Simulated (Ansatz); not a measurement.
ZrO2:
```yaml
crystal:
  lattice:
    - [0.00000, 2.54470, 2.54470]
    - [2.54470, 0.00000, 2.54470]
    - [2.54470, 2.54470, 0.00000]
  atoms:
    - { symbol: Zr, position: [0.00000, 0.00000, 0.00000] }
    - { symbol: O, position: [0.25000, 0.25000, 0.25000] }
    - { symbol: O, position: [0.75000, 0.75000, 0.75000] }
```

Relaxed with r²SCAN. Independent-particle spectrum: no excitons, no local fields, no scissors shift; 0.1 eV broadening; ε₁ of the summed bands alone.

**Question.** Tabulate the dielectric function from the program Ansatz at the r²SCAN level (PAW).

**Answer.** 

| E (eV) | ε₁ xx | ε₂ xx |
|---|---|---|
| 0.0 | 5.17 | 0.00 |
| 0.4 | 5.18 | 0.00 |
| 0.8 | 5.21 | 0.00 |
| 1.2 | 5.27 | 0.00 |
| 1.6 | 5.35 | 0.00 |
| 2.0 | 5.46 | 0.00 |
| 2.4 | 5.61 | 0.00 |
| 2.8 | 5.81 | 0.00 |
| 3.2 | 6.09 | 0.00 |
| 3.6 | 6.47 | 0.00 |
| 4.0 | 7.10 | 0.00 |
| 4.4 | 8.79 | 0.30 |
| 4.8 | 8.54 | 3.10 |
| 5.2 | 7.60 | 3.18 |
| 5.6 | 7.71 | 3.67 |
| 6.0 | 6.78 | 4.20 |
| 6.4 | 7.28 | 4.49 |
| 6.8 | 6.82 | 5.24 |
| 7.2 | 7.11 | 5.32 |
| 7.6 | 8.07 | 7.99 |
| 8.0 | 5.80 | 9.70 |
| 8.4 | 4.11 | 11.29 |
| 8.8 | 0.63 | 11.03 |
| 9.2 | -3.08 | 11.33 |
| 9.6 | -3.41 | 5.91 |
| 10.0 | -2.42 | 4.59 |
| 10.4 | -1.71 | 4.27 |
| 10.8 | -1.75 | 3.43 |
| 11.2 | -2.05 | 4.20 |
| 11.6 | -2.49 | 3.02 |
| 12.0 | -2.20 | 2.09 |

**Question.** From ε at 6.2 eV (xx: 7.33 + 4.19i), find n, k, the normal reflectivity and the absorption coefficient.

**Answer.** n = 2.81, k = 0.746, R = 25 %, α = 2kE/ħc = 470000 cm⁻¹.

With all bands, ε∞ without local fields is 5.31.

Space group Fm-3m (fluorite). This is a known high-temperature phase of the composition, computed here at zero pressure and temperature. Symmetry was held in the r²SCAN relaxation; its stability against distortions is not shown here. The run is not spin-polarised. Scalar-relativistic: spin–orbit coupling is off unless named, which matters more the heavier the elements.

Potentials: the later of the program's two PAW sets.
